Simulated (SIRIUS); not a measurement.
**Ca: equation of state with PBE**

Crystal: Ca.

```
Ca
1.0
     0.00000    2.79420    2.79420
     2.79420    0.00000    2.79420
     2.79420    2.79420    0.00000
Ca
1
Direct
  0.00000 0.00000 0.00000
```

```yaml
Program: SIRIUS 7.10.0
Task: equation of state
Functional: PBE
Potentials_or_basis: PseudoDojo 0.4.1 PBE standard (scalar relativistic)
Cutoff: 937 eV
Density_cutoff: 3749 eV
k_mesh: 8 × 8 × 8
Occupations: fermi-dirac, width 0.05 eV
Spin: no spin polarisation
Libxc_names: "[\"XC_GGA_X_PBE\", \"XC_GGA_C_PBE\"]"
```

```json
{
  "Equilibrium volume": "42.15 Å³/atom",
  "Bulk modulus": "17.3 GPa",
  "Pressure derivative of the bulk modulus": "3.3"
}
```

Energy against volume, from the lowest point:
```csv
volume (Å³/atom),energy (meV/atom)
41.014,1.63
41.886,0.00
42.759,0.37
43.632,2.57
44.504,6.44
45.377,11.85
46.250,18.64
```

All runs of the series together: 3.4 min on 1 thread of Arm Neoverse V2, on a shared host.
